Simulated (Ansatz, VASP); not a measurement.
One calculation of InSb, two programs

```
In Sb
1.0
     0.00000    3.25982    3.25982
     3.25982    0.00000    3.25982
     3.25982    3.25982    0.00000
In Sb
1 1
Direct
  0.00000 0.00000 0.00000
  0.75000 0.75000 0.75000
```

Alike in both runs: task single point; functional PBEsol; k mesh 12 × 12 × 12; occupations gaussian, width 0.1 eV; no spin polarisation.

```csv
,VASP,Ansatz
version,VASP 6.6.1,Ansatz 0.2.0
potentials or method,"VASP PAW PBE potentials, release 64 (In_d, Sb)","scalar-relativistic, plane waves, PAW"
plane-wave cutoff (eV),520,600
valence electrons in the cell,18,28
```

|  | VASP | Ansatz | Ansatz less VASP |
| --- | --- | --- | --- |
| gap on the k mesh at the Fermi level (eV) | none | none | - |
| pressure (GPa) | 0.0 | 0.0 | -0.01 |

A gap of «none» marks a metal or a gap that the smearing closes. The two sets of potentials don't hold the same shells in valence. Ansatz warned: «pseudo_functional_mismatch».

Caveats: the PAW data sets were made with another functional, which shifts forces and pressure a little (VASP). The runs have no spin-orbit coupling, so splittings on Sb are missing.
